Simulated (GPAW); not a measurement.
**SnO in GPAW: convergence with k mesh**

Input of the first run (k mesh 2 × 2 × 2); the others differ in this setting and in those tied to it:

run.py

```python
from ase import Atoms
from ase.dft.bandgap import bandgap
from ase.io import write
from ase.units import GPa
from gpaw import GPAW, PW

atoms = Atoms(['Sn', 'O'],
              cell=[[3.13193, 0.0, 0.0],
                    [0.0, 3.13193, 0.0],
                    [0.0, 0.0, 3.13193]],
              scaled_positions=[[0.0, 0.0, 0.0],
                                [0.5, 0.5, 0.5]],
              pbc=True)

calc = GPAW(mode=PW(800),
            xc='MGGA_X_R2SCAN+MGGA_C_R2SCAN',
            kpts={'size': (2, 2, 2), 'gamma': True},
            occupations={'name': 'fermi-dirac', 'width': 0.05},
            nbands=19,
            convergence={'density': 1e-05, 'energy': 1e-05},
            maxiter=100,
            txt='gpaw.txt')
atoms.calc = calc
energy = atoms.get_potential_energy()
forces = atoms.get_forces()
stress = atoms.get_stress()
calc.write('gs.gpw')
write('result.traj', atoms)
print(f'Energy: {energy:.6f} eV')
print('Forces (eV/A):')
print(forces.round(4))
print('Stress (GPa):', (stress / GPa).round(3))
print('Fermi level:', round(calc.get_fermi_level(), 4), 'eV')
print(f'Gap: {bandgap(calc)[0]:.4f} eV, direct: {bandgap(calc, direct=True)[0]:.4f} eV')
```

Potentials or basis: GPAW PAW data sets (gpaw-data 1.2.1), pw.

Launch:

```sh
$ OMP_NUM_THREADS=1 python run.py
```

The cell was built by a generator and needn't be a form met in nature.

Hardware: 1 thread of Intel(R) Xeon(R) 6975P-C (Granite Rapids), on a shared host.

| k mesh | energy less the tightest run, at zero smearing (meV/atom) | pressure (GPa) | gap on the mesh (eV) | SCF cycles | CPU time (s) | peak memory (GiB) |
| --- | --- | --- | --- | --- | --- | --- |
| 2 × 2 × 2 | 221.04 | -1.12 | 1.004 | 11 | 6 | 0.24 |
| 3 × 3 × 3 | -2.07 | -3.06 | 3.430 | 10 | 5.8 | 0.24 |
| 4 × 4 × 4 | 0.44 | -2.97 | 0.737 | 10 | 10 | 0.25 |
| 5 × 5 × 5 | -2.04 | -2.97 | 1.486 | 10 | 10 | 0.25 |
| 7 × 7 × 7 | -0.17 | -3.09 | 0.906 | 10 | 18 | 0.26 |
| 8 × 8 × 8 | 4.50 | -2.94 | 0.098 | 10 | 30 | 0.27 |
| 9 × 9 × 9 | -0.10 | -3.13 | 0.625 | 10 | 30 | 0.27 |
| 11 × 11 × 11 | 0.00 | -3.12 | 0.488 | 10 | 48 | 0.29 |

Against the tightest run, the energy stays within 1 meV/atom from 9 × 9 × 9 on; the pressure stays within 0.1 GPa from 9 × 9 × 9 on. Not settled before the last step: the gap on the mesh (to 0.01 eV). Meshes of other sizes hit other points, so gaps and Fermi surfaces needn't settle smoothly. The tightest run that finished is the yardstick and may itself not be fully converged.

Caveat, for the tightest run too: the PAW data sets were made with another functional, which shifts forces and pressure a little; spin-orbit coupling is left out, which moves the levels of the heavy elements; an odd mesh through Γ misses points on the zone boundary, where band edges often lie.
